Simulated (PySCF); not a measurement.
A species of formula C4H6O2 has this rotational fingerprint, computed with PBE0-D3(BJ)/def2-TZVP geometry optimisation, gas phase (PySCF):

```
Rotational constants : A = 5429, B = 3536, C = 2170 MHz
Dipole components    : |μa| = 0.72 D, |μb| = 1.53 D, |μc| = 0.00 D
Inertial defect      : -3.09 u·Å²
κ                    : -0.16
```

Task: Which structure is it? (One computed conformer of each.)
A. `[O:1]=[C:2]([OH:3])[CH:4]1[CH2:5][CH2:6]1` with O1–C2–O3–H 0°, O1–C2–C4–C5 35° (cyclopropanecarboxylic acid)
B. `[CH2:1]=[C:2]([CH3:3])[C:4](=[O:5])[OH:6]` with C1–C2–C4–O5 -179°, C2–C4–O6–H 180°
C. `[O:1]=[C:2]1[CH2:3][CH2:4][CH2:5][O:6]1` with O1–C2–C3–C4 164°, C2–C3–C4–C5 27°, C3–C4–C5–O6 -29°, C4–C5–O6–C2 21° (gamma-butyrolactone)

Result: B. It is C=C(C)C(=O)O, an asymmetric top, point group Cs. The candidates at the same level (rigid rotor, commonest isotopes):

| SMILES | A (MHz) | B (MHz) | C (MHz) | μa (D) | μb (D) | μc (D) | Δ (u·Å²) | point group | rotor |
| --- | --- | --- | --- | --- | --- | --- | --- | --- | --- |
| O=C1CCCO1 | 7383 | 3619 | 2584 | 4.40 | 1.42 | 0.38 | -12.53 | C1 | asymmetric top |
| C=C(C)C(=O)O | 5429 | 3536 | 2170 | 0.72 | 1.53 | 0.00 | -3.09 | Cs | asymmetric top |
| O=C(O)C1CC1 | 7720 | 2749 | 2402 | 0.58 | 1.54 | 0.00 | -38.93 | Cs | asymmetric top |

`O=C(O)C1CC1` has A 42 % too high; `O=C1CCCO1` has A 36 % too high. In the right answer the mirror of this Cs structure is the ab plane, so μc vanishes by symmetry. No structure here is proved a minimum.
